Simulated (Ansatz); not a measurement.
# Sb8H: the cost of one run

Computed with Ansatz 0.2.0 (DFT PBE, scalar-relativistic, plane waves, PAW, and further levels as typed in the inputs, unless a step's input says otherwise).

## Step 1: The structure to begin with

It takes space group P3m1 (No. 156, trigonal). The conventional cell has a = 4.308 Å, b = 4.308 Å, c = 28.783 Å, α = 90.00°, β = 90.00°, γ = 120.00°. Sb (site symmetry 3m) is surrounded by 3 Sb at 2.91 Å. Sb (site symmetry 3m) has 1 H at 1.96 Å as nearest neighbours. Sb (site symmetry 3m) is surrounded by 3 H at 2.53 Å. Only part of the 9 independent sites is listed.

As a file:

```xyz
9
Lattice="4.3084 0.0000 0.0000 -2.1542 3.7312 0.0000 0.0000 0.0000 28.7832" Properties=species:S:1:pos:R:3 pbc="T T T"
Sb    2.1542    1.2437    8.0000
Sb    0.0000    0.0000    9.5092
Sb    0.0000    2.4875   11.7580
Sb    2.1542    1.2437   13.2672
Sb    0.0000    0.0000   15.5160
Sb    0.0000    2.4875   17.0252
Sb    2.1542    1.2437   19.2740
Sb    0.0000    0.0000   20.7832
H     2.1542    1.2437   21.2332
```

## Step 2: Relaxing the atoms: Sb8H slab, no spin

The input, input.yaml:

```yaml
crystal:
  lattice:
    - [4.3084, 0.0, 0.0]
    - [-2.1542, 3.7311838497, 0.0]
    - [0.0, 0.0, 28.7832128]
  atoms:
    - { symbol: Sb, position: [0.6666666667, 0.3333333333, 0.2779397858] }
    - { symbol: Sb, position: [0.0, 0.0, 0.3303735711] }
    - { symbol: Sb, position: [0.3333333333, 0.6666666667, 0.4085020002] }
    - { symbol: Sb, position: [0.6666666667, 0.3333333333, 0.4609357855] }
    - { symbol: Sb, position: [0.0, 0.0, 0.5390642145] }
    - { symbol: Sb, position: [0.3333333333, 0.6666666667, 0.5914979998] }
    - { symbol: Sb, position: [0.6666666667, 0.3333333333, 0.6696264289] }
    - { symbol: Sb, position: [0.0, 0.0, 0.7220602142] }
    - { symbol: H, position: [0.6666666667, 0.3333333333, 0.7376943272] }
scf:
  occupations: { method: gaussian, width: 0.05 }
output:
  forces: true
  write_density: true
  write_potential: true
  elf: true
  volumetric_format: npy
hamiltonian:
  xc: pbe
kpoints:
  mp_grid: { grid: [10, 10, 1] }
efield:
  axis: 3
  dipole_correction: true
relax:
  f_tol: 0.01
  max_steps: 80
  constraints: [{ sites: [0, 1] }]
```

Launch:

```bash
> ansatz run input.yaml --threads 8 --pin off --max-ram 12288MiB --backend cpu --events-out ev --progress --plain --runs-dir out
```

What time and memory should one allow on 8 threads of Arm Neoverse V2, shared host?

About 44 s, with a peak of 1.8 GiB.
